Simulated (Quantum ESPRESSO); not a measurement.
Write the native input for Quantum ESPRESSO 7.5 that does the following.

```
Task                : single point
Functional          : PBEsol
Potentials or basis : GBRV 1.5 PBEsol
Cutoff              : 612 eV
Density cutoff      : 4898 eV
k mesh              : 9 × 9 × 9
Occupations         : fermi-dirac, width 0.05 eV
Spin                : no spin polarisation
Mixing beta         : 0.5
Most SCF iterations : 120
SCF threshold       : 4e-10 Ry
```

Crystal: MgS (Niningerite).

```
S Mg
1.0
     0.00000    2.60165    2.60165
     2.60165    0.00000    2.60165
     2.60165    2.60165    0.00000
S Mg
1 1
Cartesian
  2.6362 2.6247 2.6092
  -0.0517 0.0080 0.0170
```

The cell isn't the ideal one: atoms moved at random, drawn with an rms of 0.05 Å.

The input as run:

pw.in

```
&CONTROL
  calculation = 'scf'
  prefix = 'pwscf'
  outdir = './tmp'
  pseudo_dir = './pseudo'
  tprnfor = .true.
  tstress = .true.
  disk_io = 'nowf'
/
&SYSTEM
  ibrav = 0
  nat = 2
  ntyp = 2
  ecutwfc = 45
  ecutrho = 360
  nbnd = 14
  occupations = 'smearing'
  smearing = 'fd'
  degauss = 0.00367493
/
&ELECTRONS
  conv_thr = 4d-10
  electron_maxstep = 120
  mixing_beta = 0.5
/
ATOMIC_SPECIES
S     32.0600 s_pbesol_v1.4.uspp.F.UPF
Mg    24.3050 mg_pbesol_v1.4.uspp.F.UPF
CELL_PARAMETERS angstrom
   0.0000000000    2.6016500000    2.6016500000
   2.6016500000    0.0000000000    2.6016500000
   2.6016500000    2.6016500000    0.0000000000
ATOMIC_POSITIONS crystal
S      0.4992310000    0.5036530000    0.5096220000
Mg     0.0147500000   -0.0082040000   -0.0116660000
K_POINTS automatic
9 9 9 0 0 0
```

Potentials or basis: GBRV 1.5 PBEsol.

The run is started by

```bash
$ OMP_NUM_THREADS=1 mpirun -n 2 pw.x -nk 2 -in pw.in > pw.out
```

It gave:

```
Pressure               : -0.8 GPa
Largest force          : 0.255 eV/Å
Band gap on the k mesh : 2.84 eV, indirect (least direct gap 3.59 eV)
```

Caveat: an odd mesh through Γ misses points on the zone boundary, where band edges often lie.

It took 46 s on 2 MPI ranks on Arm Neoverse V2 (shared host), peak memory 0.3 GiB a rank.
